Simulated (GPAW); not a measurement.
Runs of GPAW 26.7.0 on Zn. The structure is hexagonal, space group P6_3/mmc (No. 194). Conventional cell: a = 2.670 Å, b = 2.670 Å, c = 4.966 Å, α = 90.00°, β = 90.00°, γ = 120.00°. Around Zn (site symmetry -6m2) lie 12 Zn at 2.67 to 2.92 Å. 

```tsv
level	gap on the mesh (eV)	pressure (GPa)	relaxed volume (Å³/atom)
PBEsol+D3(BJ)	none	0.0	13.49
PBEsol+D4	none	0.1	(a)
PBEsol+D3	none	0.1	13.57
PBEsol+D3(BJ)+ATM	none	0.1	13.64
PBEsol	none	0.0	(b)
```

Alike in all rows: task relaxation of cell and atoms; potentials or basis PAW data sets generated in the run's folder for this functional, pw; no spin polarisation; cell relaxed; k mesh 10 × 10 × 5; cutoff (eV) 600; smearing fermi-dirac 0.05 eV.

Estimate the missing entries.

(a) 13.84; (b) 14.18.

Caveats: later steps reuse the first step's grids; pairwise dispersion overbinds metals, which lowers pressure and volume (some runs).

A gap of «none» marks a metal or a gap under the smearing width.
